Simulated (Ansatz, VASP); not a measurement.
One calculation of SiC2, two programs

File INCAR:

```
PREC = Accurate
ENCUT = 600
EDIFF = 1E-6
ISMEAR = 0
SIGMA = 0.1
LREAL = False
LASPH = True
NELM = 100
ALGO = Normal
ISIF = 3
LWAVE = False
LCHARG = False
GGA = PE
IBRION = 2
NSW = 100
EDIFFG = -0.01
```

File KPOINTS:

```
regular mesh
0
Gamma
  18 18 4
```

POSCAR

```
SiC2
1.0
    2.5605029934      0.0000000000      0.0000000000
   -1.2802514967      2.2174606388      0.0000000000
    0.0000000000      0.0000000000      8.9183377272
Si C
2 4
Direct
    0.3333333333      0.6666666667      0.7500000000
    0.6666666667      0.3333333333      0.2500000000
    0.3333333333      0.6666666667      0.9761136019
    0.3333333333      0.6666666667      0.5238863981
    0.6666666667      0.3333333333      0.4761136019
    0.6666666667      0.3333333333      0.0238863981
```

Input for Ansatz:

```yaml
crystal:
  lattice:
    - [2.5605029934, 0.0, 0.0]
    - [-1.2802514967, 2.2174606388, 0.0]
    - [0.0, 0.0, 8.9183377272]
  atoms:
    - { symbol: Si, position: [0.3333333333, 0.6666666667, 0.75] }
    - { symbol: Si, position: [0.6666666667, 0.3333333333, 0.25] }
    - { symbol: C, position: [0.3333333333, 0.6666666667, 0.9761136019] }
    - { symbol: C, position: [0.3333333333, 0.6666666667, 0.5238863981] }
    - { symbol: C, position: [0.6666666667, 0.3333333333, 0.4761136019] }
    - { symbol: C, position: [0.6666666667, 0.3333333333, 0.0238863981] }
basis:
  ecutwfc: 420
kpoints:
  mp_grid: { grid: [18, 18, 4] }
hamiltonian:
  xc: pbe
scf:
  occupations: { method: gaussian, width: 0.1 }
output:
  forces: true
  stress: true
  eigenvalues: true
  write_density: true
  write_potential: true
  elf: true
  volumetric_format: npy
relax:
  adjacent_minimum: "off"
  f_tol: 0.01
  max_steps: 80
  cell: { stress_tol: 0.05 }
```

Alike in both runs: task relaxation of cell and atoms; functional PBE; k mesh 18 × 18 × 4; occupations gaussian, width 0.1 eV; no spin polarisation.

|  | VASP | Ansatz |
| --- | --- | --- |
| version | VASP 6.6.1 | Ansatz 0.2.0 |
| potentials or method | VASP PAW PBE potentials, release 64 (Si, C) | scalar-relativistic, plane waves, PAW |
| plane-wave cutoff (eV) | 600 | 420 |
| valence electrons in the cell | 24 | 24 |

Ansatz gave:

| Quantity | Value |
| --- | --- |
| gap on the k mesh at the Fermi level, each at its own relaxed structure (eV) | none |
| relaxed volume (Å³/atom) | 8.42 |
| relaxed cell length with the largest relative difference (Å) | 9.000 |
| energy change over the relaxation (meV/atom) | -3 |

Question: What did VASP give for the same quantities?

Answer: gap on the k mesh at the Fermi level, each at its own relaxed structure (eV): none; relaxed volume (Å³/atom): 8.41; relaxed cell length with the largest relative difference (Å): 8.997; energy change over the relaxation (meV/atom): -3.

A gap of «none» marks a metal or a gap that the smearing closes.
